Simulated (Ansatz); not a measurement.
## GaN under changes of volume

One of the cells (11.444 Å³/atom); the others are scaled copies at fixed shape and fractional positions:

```
Ga N
1.0
     0.00000    2.25350    2.25350
     2.25350    0.00000    2.25350
     2.25350    2.25350    0.00000
Ga N
1 1
Direct
  0.00000 0.00000 0.00000
  0.25000 0.25000 0.25000
```

The cell is a database's computed one.

- Program: Ansatz 0.2.0
- Functional: PBE
- Potentials or basis: all-electron LAPW, scalar-relativistic
- Cutoff: 455 eV (chosen from the basis error)
- Basis error allowed: 0.0005 eV/atom
- k mesh: 10 × 10 × 10
- Occupations: fermi-dirac, width 0.05 eV
- Spin: no spin polarisation

```tsv
volume (Å³/atom)	energy over the lowest point (meV/atom)	pressure (GPa)	gap on the mesh (eV)
10.757	?	?	?
10.986	30.34	13.6	2.00
11.215	14.29	9.0	1.86
11.444	4.38	4.9	1.73
11.673	0.00	1.3	1.61
11.902	0.60	-2.0	1.48
12.131	5.69	-5.0	1.36
```

Task: What does the run at 10.757 Å³/atom give?

Result: Energy over the lowest point 53.24 meV/atom; pressure 18.6 GPa; gap on the mesh 2.13 eV.

Worked out: A Birch-Murnaghan fit of order 3 (a polynomial in V^(-2/3)) to the other rows has its minimum at 11.76 Å³/atom with B0 = V·E''(V) = 172 GPa and B' = 4.3. It gives 53.21 meV/atom at 10.757 Å³/atom, against the run's 53.24, and -dE/dV = 18.6 GPa, against 18.6. A straight line through the other rows of the gap, of slope -6.43 eV per unit of ln V (its deformation potential), extrapolates to 2.13 eV, against the run's 2.13.

Energies are extrapolated to zero smearing.

Spin-orbit coupling on Ga is left out.
